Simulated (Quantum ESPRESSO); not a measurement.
# WS2 (Tungstenite) (P1) in Quantum ESPRESSO: a series of runs

Runs on WS2 (Tungstenite). Level: PBEsol. Tasks: relaxation of the atoms.

Everything below comes from runs of Quantum ESPRESSO 7.5. Logs are shortened: lines on timing, memory, paths and dates and some standing lists are left out, and cuts for length are marked.

## 1. The structure

The typed cell holds 3 atoms: a = 6.419 Å, b = 6.436 Å, c = 6.427 Å, α = 28.93°, β = 27.96°, γ = 28.45°.

## 2. Relaxation of the atoms, PBEsol, 17.74 Å³/atom

pw.in reads:

```
&CONTROL
  calculation = 'relax'
  prefix = 'pwscf'
  outdir = './tmp'
  pseudo_dir = './pseudo'
  tprnfor = .true.
  tstress = .true.
  disk_io = 'low'
  nstep = 40
  forc_conv_thr = 0.0004
  etot_conv_thr = 1d-05
/
&SYSTEM
  ibrav = 0
  nat = 3
  ntyp = 2
  ecutwfc = 56
  ecutrho = 448
  nbnd = 20
  occupations = 'smearing'
  smearing = 'fd'
  degauss = 0.00367493
/
&ELECTRONS
  conv_thr = 6d-10
  electron_maxstep = 120
  mixing_beta = 0.5
/
&IONS
  ion_dynamics = 'bfgs'
/
ATOMIC_SPECIES
W    183.8400 w_pbesol_v1.2.uspp.F.UPF
S     32.0600 s_pbesol_v1.4.uspp.F.UPF
CELL_PARAMETERS angstrom
   1.5607672785    0.8800560751    6.1633333333
  -1.5972327215    0.9432160751    6.1633333333
   0.0364654430   -1.8232721501    6.1633333333
ATOMIC_POSITIONS angstrom
W      0.0000000000    0.0000000000    0.0000000000
S      0.0000000000    0.0000000001   10.7426899999
S      0.0000000000    0.0000000001   13.8730469999
K_POINTS automatic
6 6 6 0 0 0
```

Potentials or basis: GBRV 1.5 PBEsol.

Run with:

```
> OMP_NUM_THREADS=1 mpirun -n 2 pw.x -nk 2 -in pw.in > pw.out
```

pw.out:

```text
This program is part of the open-source Quantum ESPRESSO suite
     for quantum simulation of materials; please cite
         "P. Giannozzi et al., J. Phys.:Condens. Matter 21 395502 (2009);
         "P. Giannozzi et al., J. Phys.:Condens. Matter 29 465901 (2017);
         "P. Giannozzi et al., J. Chem. Phys. 152 154105 (2020);
     in publications or presentations arising from this work. More details at

     K-points division:     npool     =       2
     Subspace diagonalization in iterative solution of the eigenvalue problem:
     a serial algorithm will be used

     G-vector sticks info
     --------------------
     sticks:   dense  smooth     PW     G-vecs:    dense   smooth      PW
     Sum        2499    1253    405                57497    20287    3725

     Using Slab Decomposition

     bravais-lattice index     =            0
     lattice parameter (alat)  =      12.1292  a.u.
     unit-cell volume          =     359.0818 (a.u.)^3
     number of atoms/cell      =            3
     number of atomic types    =            2
     number of electrons       =        26.00
     number of Kohn-Sham states=           20
     kinetic-energy cutoff     =      56.0000  Ry
     charge density cutoff     =     448.0000  Ry
     scf convergence threshold =      6.0E-10
     mixing beta               =       0.5000
     number of iterations used =            8  plain     mixing
     energy convergence thresh.=      1.0E-05
     force convergence thresh. =      4.0E-04
     Exchange-correlation= SLA  PW   PSX  PSC
                           (   1   4  10   8   0   0   0)
     nstep                     =           40

     celldm(1)=  12.129211  celldm(2)=   0.000000  celldm(3)=   0.000000
     celldm(4)=   0.000000  celldm(5)=   0.000000  celldm(6)=   0.000000

     crystal axes: (cart. coord. in units of alat)
               a(1) = (   0.243167   0.137112   0.960245 )
               a(2) = (  -0.248848   0.146953   0.960245 )
               a(3) = (   0.005681  -0.284065   0.960245 )

     reciprocal axes: (cart. coord. in units 2 pi/alat)
               b(1) = (  2.056749  1.214575  0.347134 )
               b(2) = ( -2.009793  1.133244  0.347134 )
               b(3) = ( -0.046956 -2.347819  0.347134 )

     PseudoPot. # 1 for W  read from file:
     w_pbesol_v1.2.uspp.F.UPF
     Pseudo is Ultrasoft + core correction, Zval = 14.0
     Generated by new atomic code, or converted to UPF format
     Using radial grid of  923 points,  8 beta functions with:
                l(1) =   0
                l(2) =   0
                l(3) =   0
                l(4) =   1
                l(5) =   1
                l(6) =   2
                l(7) =   2
                l(8) =   3
     Q(r) pseudized with  6 coefficients,  rinner =    1.350   1.350   1.350
                                                       1.350   1.350   1.350
                                                       1.350

     PseudoPot. # 2 for S  read from file:
     s_pbesol_v1.4.uspp.F.UPF
     Pseudo is Ultrasoft + core correction, Zval =  6.0
     Generated by new atomic code, or converted to UPF format
     Using radial grid of  907 points,  6 beta functions with:
                l(1) =   0
                l(2) =   0
                l(3) =   1
                l(4) =   1
                l(5) =   2
                l(6) =   2
     Q(r) pseudized with  8 coefficients,  rinner =    1.300   1.300   1.300
                                                       1.300   1.300

     atomic species   valence    mass     pseudopotential
     W                14.00   183.84000     W ( 1.00)
     S                 6.00    32.06000     S ( 1.00)

     No symmetry found

   Cartesian axes

     site n.     atom                  positions (alat units)
         1        W      tau(   1) = (   0.0000000   0.0000000   0.0000000  )
         2        S      tau(   2) = (   0.0000000   0.0000000   1.6737067  )
         3        S      tau(   3) = (   0.0000000   0.0000000   2.1614150  )

     number of k points=   112  Fermi-Dirac smearing, width (Ry)=  0.0037

     Number of k-points >= 100: set verbosity='high' to print them.

     Dense  grid:    57497 G-vectors     FFT dimensions: (  81,  81,  81)

     Smooth grid:    20287 G-vectors     FFT dimensions: (  60,  60,  60)

     Initial potential from superposition of free atoms

     starting charge      25.8996, renormalised to      26.0000

     negative rho (up, down):  6.259E-02 0.000E+00
     Starting wfcs are   21 randomized atomic wfcs

     Self-consistent Calculation

     iteration #  1     ecut=    56.00 Ry     beta= 0.50
     Davidson diagonalization with overlap
     ethr =  1.00E-02,  avg # of iterations =  5.5

     Threshold (ethr) on eigenvalues was too large:
     Diagonalizing with lowered threshold

     Davidson diagonalization with overlap
     ethr =  3.09E-04,  avg # of iterations =  4.3

     negative rho (up, down):  6.461E-02 0.000E+00

     total energy              =    -207.24826609 Ry
     estimated scf accuracy    <       0.08901382 Ry

     iteration #  2     ecut=    56.00 Ry     beta= 0.50
     Davidson diagonalization with overlap
     ethr =  3.42E-04,  avg # of iterations =  2.2

     negative rho (up, down):  6.624E-02 0.000E+00

     total energy              =    -207.26030623 Ry
     estimated scf accuracy    <       0.01126244 Ry

     iteration #  3     ecut=    56.00 Ry     beta= 0.50
     Davidson diagonalization with overlap
     ethr =  4.33E-05,  avg # of iterations =  5.0
[... 83 lines left out ...]
     convergence has been achieved in  10 iterations

     negative rho (up, down):  6.742E-02 0.000E+00

     Forces acting on atoms (cartesian axes, Ry/au):

     atom    1 type  1   force =    -0.01145008   -0.00094231   -0.02339884
     atom    2 type  2   force =     0.00514878    0.00046442    0.01279615
     atom    3 type  2   force =     0.00630130    0.00047789    0.01060268

     Total force =     0.031974     Total SCF correction =     0.000019

     Computing stress (Cartesian axis) and pressure

     negative rho (up, down):  6.742E-02 0.000E+00
          total   stress  (Ry/bohr**3)                   (kbar)     P=       -1.97
  -0.00003854   0.00028330   0.00001769           -5.67       41.67        2.60
   0.00028330  -0.00002749   0.00000033           41.67       -4.04        0.05
   0.00001769   0.00000033   0.00002592            2.60        0.05        3.81

     BFGS Geometry Optimization
     Energy error            =      1.0E-03 Ry
     Gradient error          =      2.3E-02 Ry/Bohr

     number of scf cycles    =   1
     number of bfgs steps    =   0

     energy             new  =    -207.2637384976 Ry

     new trust radius        =       0.0260671803 bohr
     new conv_thr            =       0.0000000006 Ry

ATOMIC_POSITIONS (angstrom)
W               -0.0060591223       -0.0004986464       -0.0123821314
S                0.0027246178        0.0002457586       10.7494614332
S                0.0033345045        0.0002528880       13.8786576980

     NEW-OLD atomic charge density approx. for the potential

     negative rho (up, down):  6.735E-02 0.000E+00

     Self-consistent Calculation

     iteration #  1     ecut=    56.00 Ry     beta= 0.50
     Davidson diagonalization with overlap
     ethr =  1.00E-06,  avg # of iterations =  7.2

     negative rho (up, down):  6.735E-02 0.000E+00

     total energy              =    -207.26425791 Ry
     estimated scf accuracy    <       0.00005976 Ry
[... 75 lines left out ...]
     atom    1 type  1   force =    -0.00374367   -0.00006204    0.00018463
     atom    2 type  2   force =     0.00218626    0.00004070    0.00111417
     atom    3 type  2   force =     0.00155741    0.00002134   -0.00129879

     Total force =     0.004918     Total SCF correction =     0.000049

     Computing stress (Cartesian axis) and pressure

     negative rho (up, down):  6.735E-02 0.000E+00
          total   stress  (Ry/bohr**3)                   (kbar)     P=       -2.15
  -0.00004413   0.00026943   0.00000415           -6.49       39.63        0.61
   0.00026943  -0.00002677   0.00000014           39.63       -3.94        0.02
   0.00000415   0.00000014   0.00002698            0.61        0.02        3.97

     Energy error            =      5.4E-04 Ry
     Gradient error          =      3.7E-03 Ry/Bohr

     number of scf cycles    =   2
     number of bfgs steps    =   1

     energy             old  =    -207.2637384976 Ry
     energy             new  =    -207.2642796970 Ry

     CASE: energy            _new < energy            _old

     new trust radius        =       0.0042532287 bohr
     new conv_thr            =            5.6E-11 Ry

ATOMIC_POSITIONS (angstrom)
W               -0.0083022678       -0.0005448968       -0.0125606304
S                0.0040160340        0.0002742440       10.7502422968
S                0.0042862338        0.0002706530       13.8780553333

     NEW-OLD atomic charge density approx. for the potential

     negative rho (up, down):  6.737E-02 0.000E+00

     Self-consistent Calculation

     iteration #  1     ecut=    56.00 Ry     beta= 0.50
     Davidson diagonalization with overlap
     ethr =  1.00E-06,  avg # of iterations =  3.0

     Threshold (ethr) on eigenvalues was too large:
     Diagonalizing with lowered threshold

     Davidson diagonalization with overlap
     ethr =  3.54E-09,  avg # of iterations =  5.4

     negative rho (up, down):  6.737E-02 0.000E+00

     total energy              =    -207.26429701 Ry
     estimated scf accuracy    <       0.00000100 Ry

     iteration #  2     ecut=    56.00 Ry     beta= 0.50
     Davidson diagonalization with overlap
     ethr =  3.86E-09,  avg # of iterations =  1.8
[... 71 lines left out ...]
     atom    1 type  1   force =    -0.00092842    0.00007952    0.00050476
     atom    2 type  2   force =     0.00071764   -0.00003457    0.00048468
     atom    3 type  2   force =     0.00021079   -0.00004495   -0.00098944

     Total force =     0.001703     Total SCF correction =     0.000018

     Computing stress (Cartesian axis) and pressure

     negative rho (up, down):  6.737E-02 0.000E+00
          total   stress  (Ry/bohr**3)                   (kbar)     P=       -1.55
  -0.00004255   0.00026423   0.00000511           -6.26       38.87        0.75
   0.00026423  -0.00002347   0.00000021           38.87       -3.45        0.03
   0.00000511   0.00000021   0.00003436            0.75        0.03        5.06

     Energy error            =      1.7E-05 Ry
     Gradient error          =      9.9E-04 Ry/Bohr

     number of scf cycles    =   3
     number of bfgs steps    =   2

     energy             old  =    -207.2642796970 Ry
     energy             new  =    -207.2642971052 Ry

     CASE: energy            _new < energy            _old

     new trust radius        =       0.0016895563 bohr
     new conv_thr            =            1.0E-11 Ry

ATOMIC_POSITIONS (angstrom)
W               -0.0091638424       -0.0004935761       -0.0123273387
S                0.0046395403        0.0002526485       10.7507114190
S                0.0045243021        0.0002409277       13.8773529194

     NEW-OLD atomic charge density approx. for the potential

     negative rho (up, down):  6.738E-02 0.000E+00

     Self-consistent Calculation

     iteration #  1     ecut=    56.00 Ry     beta= 0.50
     Davidson diagonalization with overlap
     ethr =  1.00E-06,  avg # of iterations =  2.0

     Threshold (ethr) on eigenvalues was too large:
     Diagonalizing with lowered threshold

     Davidson diagonalization with overlap
     ethr =  1.27E-09,  avg # of iterations =  5.7

     negative rho (up, down):  6.738E-02 0.000E+00

     total energy              =    -207.26429951 Ry
     estimated scf accuracy    <       0.00000027 Ry

     iteration #  2     ecut=    56.00 Ry     beta= 0.50
     Davidson diagonalization with overlap
     ethr =  1.05E-09,  avg # of iterations =  2.0
[... 67 lines left out ...]
     negative rho (up, down):  6.738E-02 0.000E+00

     Forces acting on atoms (cartesian axes, Ry/au):

     atom    1 type  1   force =     0.00013724    0.00004508    0.00004657
     atom    2 type  2   force =     0.00009653   -0.00002060    0.00027153
     atom    3 type  2   force =    -0.00023377   -0.00002448   -0.00031809

     Total force =     0.000513     Total SCF correction =     0.000005

     Computing stress (Cartesian axis) and pressure

     negative rho (up, down):  6.738E-02 0.000E+00
          total   stress  (Ry/bohr**3)                   (kbar)     P=       -0.97
  -0.00004025   0.00026219   0.00000650           -5.92       38.57        0.96
   0.00026219  -0.00002082   0.00000026           38.57       -3.06        0.04
   0.00000650   0.00000026   0.00004125            0.96        0.04        6.07

     Energy error            =      2.5E-06 Ry
     Gradient error          =      3.2E-04 Ry/Bohr

     bfgs converged in   4 scf cycles and   3 bfgs steps
     (criteria: energy <  1.0E-05 Ry, force <  4.0E-04 Ry/Bohr)

     End of BFGS Geometry Optimization

     Final energy             =    -207.2642995594 Ry

Begin final coordinates

ATOMIC_POSITIONS (angstrom)
W               -0.0091638424       -0.0004935761       -0.0123273387
S                0.0046395403        0.0002526485       10.7507114190
S                0.0045243021        0.0002409277       13.8773529194
End final coordinates

=------------------------------------------------------------------------------=
   JOB DONE.
=------------------------------------------------------------------------------=
```

Wall time 6.9 min (2 MPI ranks of Arm Neoverse V2, shared host); peak memory 0.64 GiB.

Results:

```
Free energy                  : -2819.9745 eV
Energy gained by relaxing    : 2.5 meV/atom
Ionic steps                  : 4
Pressure after relaxing      : -0.1 GPa
Largest force after relaxing : 0.010 eV/Å
Band gap on the k mesh       : 0.98 eV, indirect (least direct gap 1.86 eV)
```

Caveat: spin-orbit coupling is left out, which moves the levels of the heavy elements.

## 3. Relaxation of the atoms, PBEsol, 17.74 Å³/atom

pw.in: that of step 2 with these lines changed.

```diff
@@ -35,9 +35,9 @@
 CELL_PARAMETERS angstrom
-   1.5607672785    0.8800560751    6.1633333333
-  -1.5972327215    0.9432160751    6.1633333333
-   0.0364654430   -1.8232721501    6.1633333333
+   1.5698836392    0.8958460751    6.1633333333
+  -1.5881163608    0.9274260751    6.1633333333
+   0.0182327215   -1.8232721501    6.1633333333
 ATOMIC_POSITIONS angstrom
 W      0.0000000000    0.0000000000    0.0000000000
-S      0.0000000000    0.0000000001   10.7426899999
-S      0.0000000000    0.0000000001   13.8730469999
+S     -0.0000000001    0.0000000001   10.7426899999
+S     -0.0000000001    0.0000000001   13.8730469999
 K_POINTS automatic
```

Potentials or basis: GBRV 1.5 PBEsol.

Run with:

```
> OMP_NUM_THREADS=1 mpirun -n 2 pw.x -nk 2 -in pw.in > pw.out
```

Wall time 7 min (2 MPI ranks of Arm Neoverse V2, shared host); peak memory 0.62 GiB.

Results (log left out):

* Free energy: -2819.9937 eV
* Energy gained by relaxing: 2.0 meV/atom
* Ionic steps: 4
* Pressure after relaxing: -0.2 GPa
* Largest force after relaxing: 0.006 eV/Å
* Band gap on the k mesh: 0.98 eV, indirect (least direct gap 1.87 eV)

Caveat: spin-orbit coupling is left out, which moves the levels of the heavy elements.
